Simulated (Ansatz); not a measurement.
TiO$_{2}$, DFT, PBE, PAW with Ansatz's default frozen-core files, scalar-relativistic (Ansatz 0.2.0), run on 2 threads of Intel(R) Xeon(R) Platinum 8488C (Sapphire Rapids) on a shared host.

The geometry is COD entry 9007432, unchecked; take it as a test cell. The listed cell was then made from it by scaling, straining or moving an atom.

Command: `ansatz run input.yaml --threads 2 --pin off --max-ram 6144MiB --backend cpu --events-out ev --progress --plain --runs-dir out`

```yaml
crystal:
  lattice:
    - [4.50212, 0.0, 0.0]
    - [0.0, 4.50212, 0.0]
    - [0.0, 0.0, 2.959]
  atoms:
    - { symbol: Ti, position: [0.0, 0.0, 0.0] }
    - { symbol: Ti, position: [0.5, 0.5, 0.5] }
    - { symbol: O, position: [0.306, 0.306, 0.0] }
    - { symbol: O, position: [0.194, 0.806, 0.5] }
    - { symbol: O, position: [0.694, 0.694, 0.0] }
    - { symbol: O, position: [0.806, 0.194, 0.5] }
kpoints:
  mp_grid: { grid: [7, 7, 10] }
scf:
  occupations: { method: fermi_dirac, width: 0.05 }
hamiltonian:
  xc: pbe
  pseudopotentials: { kind: paw }
output:
  forces: true
  stress: true
  eigenvalues: true
  efg: { contact_densities: true }
  write_density: true
  write_potential: true
  elf: true
  volumetric_format: npy
```

Q: How large is the problem that the program sets up?

A: 60 irreducible k-points, 1161 plane waves at Γ, 30 bands.

Q: About how long does it take, and how much memory does it use?

A: 3.1 s of wall time for 6 SCF iterations, with a peak of 0.48 GiB. Times on shared machines scatter by tens of per cent.

Q: And the same cell and mesh by crystal-made all-electron datasets, asked for forces, stress, eigenvalues, efg, on the same hardware?

A: 12 s, peak memory 0.89 GiB.
